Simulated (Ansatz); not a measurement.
# Ti under changes of volume

One of the cells (16.731 Å³/atom); the others are scaled copies at fixed shape and fractional positions:

```
CELL_PARAMETERS angstrom
0.00000 2.03000 2.03000
2.03000 0.00000 2.03000
2.03000 2.03000 0.00000
ATOMIC_POSITIONS crystal
Ti 0.00000 0.00000 0.00000
```

This isn't the form of Ti at room conditions, which is hcp.

- Program: Ansatz 0.2.0
- Functional: r2SCAN
- Potentials or basis: Ansatz PAW
- Cutoff: 500 eV (not typed: the program's choice for these potentials)
- k mesh: 11 × 11 × 11
- Occupations: fermi-dirac, width 0.05 eV
- Spin: no spin polarisation

```tsv
volume (Å³/atom)	energy over the lowest point (meV/atom)	pressure (GPa)
15.727	?	?
16.062	35.52	9.6
16.396	18.86	6.8
16.731	7.64	4.2
17.065	1.48	1.9
17.400	0.00	-0.3
17.735	2.90	-2.3
```

Q: What does the run at 15.727 Å³/atom give?

A: Energy over the lowest point 58.09 meV/atom; pressure 12.6 GPa.

Worked out: A Birch-Murnaghan fit of order 3 (a polynomial in V^(-2/3)) to the other rows has its minimum at 17.34 Å³/atom with B0 = V·E''(V) = 109 GPa and B' = 2.9. It gives 58.10 meV/atom at 15.727 Å³/atom, against the run's 58.09, and -dE/dV = 12.3 GPa, against 12.6.

Energies are extrapolated to zero smearing.

Caveats: the PAW data sets come from PBE, with cores solved anew for the run's functional, which leaves a small shift of forces and pressure.
